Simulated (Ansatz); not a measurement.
**TaN under pressure: fit and missing row**

TaN, P6_3/mmc, a = 2.889 Å, c = 5.861 Å. This isn't the usual stable structure of the compound. Ansatz: PBEsol, PAW, 420 eV, Γ-centred 18×18×8 mesh on 4 atoms, Gaussian smearing 0.10 eV; no spin polarisation. Cell and atoms are relaxed at each pressure, and no other structure is tried, so the rows at high pressure may lie past a change of phase.

```
V (Å³/atom) P (GPa)
      9.308    60.05
          ?    30.05
     10.187    15.02
     10.367     8.01
     10.507     3.00
     10.594     0.03
     10.687    -3.00
```

Take V0 = 10.594 Å³/atom, count pressures from its P0 = 0.03 GPa, fit the third-order Birch–Murnaghan form to the other rows, and predict the missing volume.

With the Eulerian strain f = ½[(V0/V)^(2/3) − 1] and y = (P − P0)/[3f(1 + 2f)^(5/2)], the form is the line y = B0 + 1.5 B0 (B0′ − 4) f. Rows (f, y): 0.04505, 357.9; 0.01323, 353.8; 0.00727, 352.9; 0.00276, 353.8; -0.00290, 353.4. Means f = 0.01308, y = 354.36; Σ(Δf)² = 0.001418, ΣΔfΔy = 0.1427; the slope is their ratio. y = 353.0 + 100.6 f GPa, so B0 = 353.0 GPa and B0′ = 4 + 2 × (100.6)/(3 × 353.0) = 4.19. P = 30.05 GPa is met at f = 0.02492 (y = 355.51), so V = V0 (1 + 2f)^(−3/2) = 9.848 Å³/atom. The run gave 9.849 Å³/atom, so the fit is 0.001 Å³/atom too low, within twice the rms miss on the fitted rows (0.0006 Å³/atom).

Spin–orbit coupling is left out, which can shift energies with elements as heavy as these.